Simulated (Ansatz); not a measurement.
**ZrB2 in Ansatz: the effect of functional**

Crystal: ZrB2.

```
Zr B
1.0
     3.17000    0.00000    0.00000
    -1.58500    2.74530    0.00000
     0.00000    0.00000    3.53300
Zr B
1 2
Direct
  0.00000 0.00000 0.00000
  0.66667 0.33333 0.50000
  0.33333 0.66667 0.50000
```

Alike in all runs:

* Program: Ansatz 0.2.0
* Potentials or basis: Ansatz PAW
* k mesh: 6 × 6 × 4
* Occupations: fermi-dirac, width 0.05 eV
* Spin: no spin polarisation

| functional | cutoff | pressure (GPa) |
| --- | --- | --- |
| LDA | 420 eV (not typed: the program's choice for these potentials) | ? |
| PBEsol | 420 eV (not typed: the program's choice for these potentials) | -3.9 |
| RPBE | 420 eV (not typed: the program's choice for these potentials) | 4.6 |
| revPBE | 420 eV (not typed: the program's choice for these potentials) | 3.7 |
| BLYP | 420 eV (not typed: the program's choice for these potentials) | 7.5 |
| r2SCAN | 500 eV (not typed: the program's choice for these potentials) | 1.0 |
| HSE06 | 420 eV (not typed: the program's choice for these potentials) | -2.1 |
| PBE0 | 420 eV (not typed: the program's choice for these potentials) | -2.2 |
| r2SCAN0 | 500 eV (not typed: the program's choice for these potentials) | -1.8 |

Q: What does the run with functional LDA give?

A: Pressure -8.6 GPa.

Caveats: all runs use coarse meshes; the PAW data sets come from PBE, with cores solved anew for the run's functional, which leaves a small shift of forces and pressure; the thresholds are loose for stress (some runs).

Runs at the PBE level aren't shown here.
